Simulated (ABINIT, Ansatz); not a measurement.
Planning a run of ABINIT 10.8.3 on RbCl (Fm-3m). The input:

```
acell 3*1.0 Angstrom
rprim 
  -0.000000000000 3.274000000000 3.274000000000
  3.274000000000 0.000000000000 3.274000000000
  3.274000000000 3.274000000000 -0.000000000000
ntypat 2
znucl 37 17
natom 2
typat 1 2
xred 
  0.000000000000 0.000000000000 0.000000000000
  0.500000000000 0.500000000000 0.500000000000
pp_dirpath "pseudos"
pseudos "Rb.upf, Cl.upf"
ecut 24
ngkpt 4 4 4
nshiftk 1
shiftk 0 0 0
kptopt 1
chksymbreak 0
istwfk *1
occopt 1
irdwfk 1
optdriver 4
nband 330
gwcalctyp 0
ecutsigx 24
symsigma 1
nkptgw 1
kptgw 
  0.0000000000 0.0000000000 0.0000000000
bdgw 
  6 12
ecuteps 8
irdscr 1
ppmodel 1
indata_prefix "in"
outdata_prefix "out"
tmpdata_prefix "tmp"
```

The database entry behind the starting cell differs from later determinations by our own check (about 0.5 % short), so it need not match the best structure at ambient conditions.

```sh
OMP_NUM_THREADS=1 mpirun -n 4 abinit run.abi > log
```

How long will it take on 4 MPI ranks of Arm Neoverse V2, shared host, and how much memory?

It took 51 s; on shared hardware allow 25 s to 1.7 min. Peak host memory was 2.3 GiB.

[Paths, hosts, dates, memory and timing lines, banners, echoed tables and standing remarks are left out of the program output.]

[Logs are printed without paths, hosts, clocks, repeated set-up lines and the standing remarks that a program may print on its own settings, such as how far it seeks lower states.]

[Runs of the session that timed out or met a known fault of the program may be left out.]

[Hosts, paths, dates, database ids (printed as entryN), source tags and the programs' standing remarks are cut or masked in the printed files.]

[G0W0 gaps are taken among the corrected bands and points alone; a level outside them can change the order at an edge.]

[Where Ansatz stands beside ABINIT at settings called matched, ABINIT's density can come from a denser mesh and the files from another edition; pairs whose starting gaps differed by over 0.03 eV were left out, so agreement reads better than it is.]
